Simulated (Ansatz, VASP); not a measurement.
# Cross-check of Mg19Zn13O32 (Zn0.4Mg0.6O, cubic rock salt) between VASP and Ansatz

Aim: how closely do two programs agree when they are given the same cell, functional and k mesh? The cell is invented: As first built, before any earlier steps moved the atoms (in the runner's words): 2x2x4 conventional cells of the MgO type (128 atoms: 64 O, 38 Mg, 26 Zn); Mg/Zn share their sites, the best of 600 random draws by like-pair counts in two shells; start lattice by linear mixing of the end members' cells; atoms moved at random by 0.02 A. It may not be a known or stable phase. The structure shown is the end of the Ansatz relaxation below.

Calculated with Ansatz 0.2.0; plane waves, with VASP 6.6.1 beside it; single point at PBE.

### Step 1. Set-up

The cell holds 128 atoms: 64 O, 38 Mg and 26 Zn. Its edges and angles: a = 8.575 Å, b = 8.572 Å, c = 17.141 Å, α = 90.0°, β = 90.0°, γ = 90.0°. It derives from MgO (MgO type, space group 225), repeated 2×2×4. As first built, before any earlier steps moved the atoms (in the runner's words): 2x2x4 conventional cells of the MgO type (128 atoms: 64 O, 38 Mg, 26 Zn); Mg/Zn share their sites, the best of 600 random draws by like-pair counts in two shells; start lattice by linear mixing of the end members' cells; atoms moved at random by 0.02 A.

### Step 2. Ansatz: relaxation, PBE

Ansatz runs on its default PAW (the set named soft_2) files.

This run makes the geometry at which the two programs are then compared.

File input.yaml:

```yaml
crystal:
  lattice:
    - [8.56907, 0.0, 0.0]
    - [0.0, 8.56907, 0.0]
    - [0.0, 0.0, 17.13813]
  atoms:
    - { symbol: O, position: [0.24747, 0.00125, 0.99916] }
    - { symbol: O, position: [0.25056, 0.24941, 0.12482] }
    - { symbol: O, position: [0.99614, 0.00057, 0.12657] }
    - { symbol: O, position: [0.99976, 0.24873, 0.99949] }
    - { symbol: O, position: [0.25183, 0.00101, 0.25061] }
    - { symbol: O, position: [0.25245, 0.25158, 0.37503] }
    - { symbol: O, position: [0.00191, 0.00062, 0.37191] }
    - { symbol: O, position: [0.99943, 0.24715, 0.24947] }
    - { symbol: O, position: [0.25193, 0.00515, 0.49992] }
    - { symbol: O, position: [0.25383, 0.24827, 0.62429] }
    - { symbol: O, position: [0.00323, 7.0e-05, 0.62437] }
    - { symbol: O, position: [0.99584, 0.25153, 0.49855] }
    - { symbol: O, position: [0.25155, 0.99739, 0.75149] }
    - { symbol: O, position: [0.24508, 0.24772, 0.8763] }
    - { symbol: O, position: [0.00144, 0.00179, 0.87499] }
    - { symbol: O, position: [0.00204, 0.25485, 0.75114] }
    - { symbol: O, position: [0.25354, 0.49619, 0.0014] }
    - { symbol: O, position: [0.25014, 0.75157, 0.12496] }
    - { symbol: O, position: [0.00146, 0.49806, 0.12378] }
    - { symbol: O, position: [0.0011, 0.75156, 0.99996] }
    - { symbol: O, position: [0.246, 0.50454, 0.24787] }
    - { symbol: O, position: [0.24713, 0.74699, 0.37425] }
    - { symbol: O, position: [0.00365, 0.50332, 0.37403] }
    - { symbol: O, position: [0.99964, 0.74754, 0.25019] }
    - { symbol: O, position: [0.25166, 0.50529, 0.5003] }
    - { symbol: O, position: [0.25103, 0.75123, 0.62377] }
    - { symbol: O, position: [0.99902, 0.49854, 0.62506] }
    - { symbol: O, position: [0.99998, 0.74828, 0.49993] }
    - { symbol: O, position: [0.24783, 0.49732, 0.74935] }
    - { symbol: O, position: [0.25118, 0.75024, 0.87398] }
[... 92 atom lines left out ...]
    - { symbol: Zn, position: [0.50167, 0.75185, 0.37516] }
    - { symbol: Zn, position: [0.74811, 0.75346, 0.25237] }
    - { symbol: Zn, position: [0.50099, 0.49839, 0.50011] }
    - { symbol: Zn, position: [0.5027, 0.75013, 0.62491] }
    - { symbol: Zn, position: [0.74861, 0.49788, 0.62445] }
    - { symbol: Zn, position: [0.74938, 0.75377, 0.50044] }
kpoints:
  mp_grid: { grid: [3, 3, 1] }
hamiltonian:
  xc: pbe
scf:
  occupations: { method: fixed }
output:
  forces: true
  stress: true
relax:
  f_tol: 0.02
  max_steps: 45
  cell: { stress_tol: 0.1 }
```

Launch:

```bash
$ ansatz run input.yaml --threads 32 --pin off --max-ram 143360MiB --backend cuda --events-out ev --progress --plain --runs-dir out
```

Numbers of over 12 decimals in the logs are rounded to 6 here.

Output:

```text
Engine: ansatz 0.2.0, aarch64-unknown-linux-gnu
Pseudopotentials: kind: paw
Pseudopotential: O, paw, valence charge 6, recommended cutoff 420 eV (normal), O.paw.azcp
Pseudopotential: Mg, paw, valence charge 10, recommended cutoff 420 eV (normal), Mg.paw.azcp
Pseudopotential: Zn, paw, valence charge 12, recommended cutoff 420 eV (normal), Zn.paw.azcp
device memory: the entry about to start is reckoned to put 28.6 GiB on a device that reports 182.5 GiB free
GPU FFT provider: cuFFT
GPU libraries: cuBLAS 13.8.1, cuFFT 12.4.0, cuSOLVER 12.3.2
GPU matrix products: emulated (plane waves: as basis.precision tells), large ones in fixed point in workspaces of 1.00 GiB
Crystal: 128 atoms, lattice volume = 1258.435 Å³
Basis set: ecut = 420 eV, 24529 PW (Γ), exchange–correlation on 120×120×240 points (8 copies of the dense FFT grid, shifted against one another)
Bands: 666, of which v1, the nominal top of the filled ones, is band 538 counted from 1 (537 counted from 0)
k-points: 5 of 9 (time reversal used)
GPU buffer pool allocated for 432000 grid points (all kernels)
GPU transforms: local potential and band sums: pruned to the plane-wave sphere, on 60×60×120
relax step   1: F+E_penalty+E_count = -195826.69160982 eV  Δ(F+E_penalty+E_count) = +0.000e0 eV  max|allowed force component| = 1.013e0 eV/Å  Δτ_max = 0.0000 Å  P = +0.682 GPa  Ω = 1258.435 Å³  (9 SCF iters, dr2 threshold 1.00e-7 eV, accepted)
[...]
relax step   2: F+E_penalty+E_count = -195827.53142572 eV  Δ(F+E_penalty+E_count) = -8.398e-1 eV  max|allowed force component| = 4.235e-1 eV/Å  Δτ_max = 0.0552 Å  P = +0.164 GPa  Ω = 1260.311 Å³  energy of the carried Pulay correction = -8.243e-3 eV  (6 SCF iters, dr2 threshold 1.28e-5 eV, accepted)
[...]
relax step   3: F+E_penalty+E_count = -195827.90374855 eV  Δ(F+E_penalty+E_count) = -3.723e-1 eV  max|allowed force component| = 4.657e-2 eV/Å  Δτ_max = 0.0589 Å  P = +0.092 GPa  Ω = 1259.174 Å³  energy of the carried Pulay correction = -3.248e-3 eV  (7 SCF iters, dr2 threshold 1.12e-5 eV, accepted)
[...]
relax step   4: F+E_penalty+E_count = -195827.90288247 eV  Δ(F+E_penalty+E_count) = +8.661e-4 eV  max|allowed force component| = 1.643e-2 eV/Å  Δτ_max = 0.0046 Å  P = -0.006 GPa  Ω = 1259.924 Å³  energy of the carried Pulay correction = -6.546e-3 eV  (7 SCF iters, dr2 threshold 1.36e-7 eV, accepted)
[...]
relax step   5: F+E_penalty+E_count = -195827.91059599 eV  Δ(F+E_penalty+E_count) = -7.714e-3 eV  max|allowed force component| = 1.644e-2 eV/Å  Δτ_max = 0.0000 Å  P = -0.008 GPa  Ω = 1259.924 Å³  stress off target by 1.51e-2 GPa  SCF on the basis re-selected at this cell (its energy is not comparable with the rows above)  (5 SCF iters)
basis re-selected at this cell: Δ(F+E_penalty+E_count) = -7.714e-3 eV, ΔP = -0.002 GPa vs the last step (what re-selecting the basis moved, of the pressure what is left beyond the Pulay correction that the steps carried, after the strain that the cell walked since its last selection, with what the two solves' SCF thresholds leave and, on support functions, any second-order correction that the steps lacked; it is no m [...]
SCF converged after 5 iterations
Free energy (F): -195827.910596 eV
Internal energy: -195827.910596 eV  (E = F + TS)
E sigma→0 (E₀):  -195827.910596 eV
Fermi energy:    8.855578 eV
--- Forces (eV/Å), atoms counted from 1 ---
  max |Σ_I F_I| component: 1.27e-4 eV/Å
--- Stress (GPa, compression-positive) ---
       -0.003676      -0.000146      -0.001416
       -0.000146      -0.006623       0.000639
       -0.001416       0.000639      -0.014835
  P = ⅓ Tr σ = -0.0084 GPa (-0.084 kbar)
--- Band table (eV; the first three rows and the last of 5) ---
--- Relaxed structure (4 steps of the walk, 4 accepted, 1 SCFs on fresh bases) ---
  F+E_penalty+E_count = -195827.91059599 eV   max|allowed force component| = 1.644e-2 eV/Å   (the final SCF, on the basis selected at the relaxed cell)
  cell:  # Å, volume = 1259.9242 Å³
    - [8.574942, 0.00113755, -6.778797979296547e-6]
    - [0.00113755, 8.571817, 0.00061881]
    - [-1.355758804781867e-5, 0.00123762, 17.141166]
  atoms:
    [... one line an atom ...]
```

### Step 3. VASP: single point, PBE

The same cell, functional and mesh now go to VASP, with its own data sets.

Lines of VASP's logs that name or quote its potential files are left out, and so is its time.

File INCAR:

```
SYSTEM = Mg19Zn13O32
PREC = Accurate
ENCUT = 520
EDIFF = 1E-06
NELM = 120
ISMEAR = 0
SIGMA = 0.01
LREAL = Auto
ALGO = Normal
GGA = PE
NBANDS = 480
LORBIT = 11
LWAVE = .FALSE.
LCHARG = .FALSE.
ISIF = 2
LASPH = .TRUE.
GGA_COMPAT = .FALSE.
EFERMI = MIDGAP
KPAR = 4
```

File POSCAR:

```
Mg19Zn13O32
1.0
    8.5749420000      0.0011380000     -0.0000070000
    0.0011380000      8.5718170000      0.0006190000
   -0.0000140000      0.0012380000     17.1411660000
O Mg Zn
64 38 26
Direct
    0.2498800000      0.0030800000      0.0002800000
    0.2528500000      0.2505800000      0.1247500000
    0.9970600000      0.9967700000      0.1231300000
    0.0007600000      0.2498500000      0.9978300000
    0.2529600000      0.0005800000      0.2501200000
    0.2519900000      0.2507800000      0.3742200000
    0.9973100000      0.9978200000      0.3749600000
    0.0008400000      0.2499900000      0.2490600000
    0.2535500000      0.9967000000      0.5015600000
    0.2504300000      0.2500200000      0.6271100000
    0.0031100000      0.0032700000      0.6267500000
    0.9977000000      0.2499300000      0.5020800000
    0.2468900000      0.9994200000      0.7482800000
    0.2506900000      0.2499100000      0.8744200000
    0.0001700000      0.0030000000      0.8752800000
    0.9996700000      0.2499700000      0.7507500000
    0.2498900000      0.4972300000      0.9993500000
    0.2503900000      0.7497200000      0.1264100000
    0.9969700000      0.5035700000      0.1224700000
    0.9979500000      0.7504700000      0.0009400000
    0.2501600000      0.4995800000      0.2497200000
    0.2468800000      0.7495500000      0.3750800000
    0.9969900000      0.5026800000      0.3750300000
    0.0043300000      0.7503300000      0.2494500000
    0.2505300000      0.5028200000      0.5021000000
    0.2503000000      0.7500500000      0.6252300000
    0.0030700000      0.4969500000      0.6273700000
    0.0027300000      0.7503400000      0.4990100000
    0.2498400000      0.5009200000      0.7486900000
    0.2530500000      0.7503700000      0.8736600000
[... 92 atom lines left out ...]
    0.5009900000      0.7497600000      0.3737700000
    0.7499800000      0.7503200000      0.2483100000
    0.5011300000      0.5002700000      0.5011900000
    0.4997700000      0.7504100000      0.6263000000
    0.7501300000      0.4998000000      0.6263500000
    0.7497200000      0.7499800000      0.5004100000
```

File KPOINTS:

```
Automatic mesh
0
Gamma
3 3 1
0 0 0
```

The projector-augmented-wave data sets are O, Mg and Zn (PBE family, release 64).

Launch:

```bash
$ mpirun -np 16 vasp_std
```

Output:

```text
[banner, memory and clock lines left out]
running   16 mpi-ranks, on    1 nodes
[...]
|                                                                             |
|           W    W    AA    RRRRR   N    N  II  N    N   GGGG   !!!           |
|           W    W   A  A   R    R  NN   N  II  NN   N  G    G  !!!           |
|           W    W  A    A  R    R  N N  N  II  N N  N  G       !!!           |
|           W WW W  AAAAAA  RRRRR   N  N N  II  N  N N  G  GGG   !            |
|           WW  WW  A    A  R   R   N   NN  II  N   NN  G    G                |
|           W    W  A    A  R    R  N    N  II  N    N   GGGG   !!!           |
|                                                                             |
|     For optimal performance we recommend to set                             |
|       NCORE = 2 up to number-of-cores-per-socket                            |
|     NCORE specifies how many cores store one orbital (NPAR=cpu/NCORE).      |
|     This setting can greatly improve the performance of VASP for DFT.       |
|     The default, NCORE=1 might be grossly inefficient on modern             |
|     multi-core architectures or massively parallel machines. Do your        |
|     Unfortunately you need to use the default for GW and RPA                |
|     calculations (for HF NCORE is supported but not extensively tested      |
|     yet).                                                                   |
|                                                                             |

 LDA part: xc-table for (Slater+PW92), standard interpolation
 POSCAR, INCAR and KPOINTS ok, starting setup
[...]
entering main loop
       N       E                     dE             d eps       ncg     rms          rms(c)
DAV:   1     0.102393367853E+05    0.10239E+05   -0.32553E+05  4808   0.196E+03
DAV:   2     0.163363558813E+04   -0.86057E+04   -0.81037E+04  4824   0.533E+02
DAV:   3    -0.567609256036E+03   -0.22012E+04   -0.21164E+04  5024   0.242E+02
DAV:   4    -0.776643421915E+03   -0.20903E+03   -0.20616E+03  5680   0.836E+01
[...]
DAV:  18    -0.677629033330E+03    0.10768E-05   -0.50189E-05  7000   0.236E-02    0.175E-02
DAV:  19    -0.677629035644E+03   -0.23131E-05   -0.96046E-06  5632   0.193E-02    0.148E-02
DAV:  20    -0.677629035171E+03    0.47302E-06   -0.82372E-06  4776   0.938E-03
   1 F= -.67762904E+03 E0= -.67762904E+03  d E =0.000000E+00
```

Parts of OUTCAR (step 3):

```text
  FREE ENERGIE OF THE ION-ELECTRON SYSTEM (eV)
  ---------------------------------------------------
  free  energy   TOTEN  =      -677.6290351706 eV

  energy  without entropy=     -677.6290351706  energy(sigma->0) =     -677.62903517
```

The run ends at a pressure of -0.09 GPa, with forces up to 0.077 eV/Å.

### Step 4. Differences

Known differences besides the potentials themselves: fixed occupations in Ansatz, narrow Gaussian smearing in VASP; the data sets hold 1076 valence electrons in Ansatz (on its default PAW (the set named soft_2) files) and 772 in VASP; the cutoff is 420 eV in Ansatz and 520 eV in VASP (PREC = Accurate, projectors in real space). Total energies have different zeros and are not compared.

Both answers:

```csv
quantity,Ansatz,VASP,difference
gap on the k mesh (eV),2.199,2.171,+0.028
```

A gap on the mesh is an upper bound, since the band edges may lie between its points.

### Step 5. Outcome

| Property | Result |
| --- | --- |
| difference in gap on the k mesh (single point, PBE) | 0.028 eV |

In words: The difference in gap on the k mesh is 0.028 eV (single point, PBE), within the 0.08 eV picked in this series as the mark of a large difference. The data sets hold unlike numbers of valence electrons (1076 in Ansatz and 772 in VASP), so part of the differences comes from the potentials. How closely two codes agree says nothing of how well the functional describes the real material.

[Lines on the potential files, build, host, timing and source positions are cut from VASP's logs without a mark.]

[Logs are printed without paths, hosts, clocks, repeated set-up lines and the standing remarks that a program may print on its own settings, such as how far it seeks lower states.]

[Hosts, paths, dates, database ids (printed as entryN), source tags and the programs' standing remarks are cut or masked in the printed files.]
